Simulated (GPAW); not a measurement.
The system is TaN.

```
Ta N
1.0
     2.93800    0.00000    0.00000
    -1.46900    2.54438    0.00000
     0.00000    0.00000    2.88300
Ta N
1 1
Direct
  0.00000 0.00000 0.50000
  0.66667 0.33333 0.00000
```

```yaml
Program: GPAW 26.7.0
Task: single point
Functional: PBE
Potentials_or_basis: GPAW PAW data sets (gpaw-data 1.2.1)
Cutoff: 800 eV
Basis: pw
k_mesh: 10 × 10 × 9
Occupations: fermi-dirac, width 0.05 eV
Spin: no spin polarisation
```

On this cell: pressure 4.7 GPa; largest force under 0.003 eV/Å; band gap on the k mesh none (metal or under the smearing width).

The same run follows on a disturbed copy (atoms moved at random, drawn with an rms of 0.05 Å):

```
Ta N
1.0
     2.93800    0.00000    0.00000
    -1.46900    2.54438    0.00000
     0.00000    0.00000    2.88300
Ta N
1 1
Direct
  0.01144 0.00833 0.48326
  0.65255 0.33881 0.00587
```

Task: What does the disturbed cell give?

Result: The energy (extrapolated to zero smearing) moves by +33.1 meV/atom; pressure 6.4 GPa; largest force 1.386 eV/Å; band gap on the k mesh none (metal or under the smearing width).

Forces in eV/Å, atoms in the order of the input:
```
Ta  -0.970 -0.139  0.979
N    0.970  0.139 -0.980
```

Stress tensor (GPa, compression positive):
```
 6.04  1.31 -1.75
 1.31  5.28 -0.31
-1.75 -0.31  7.81
```
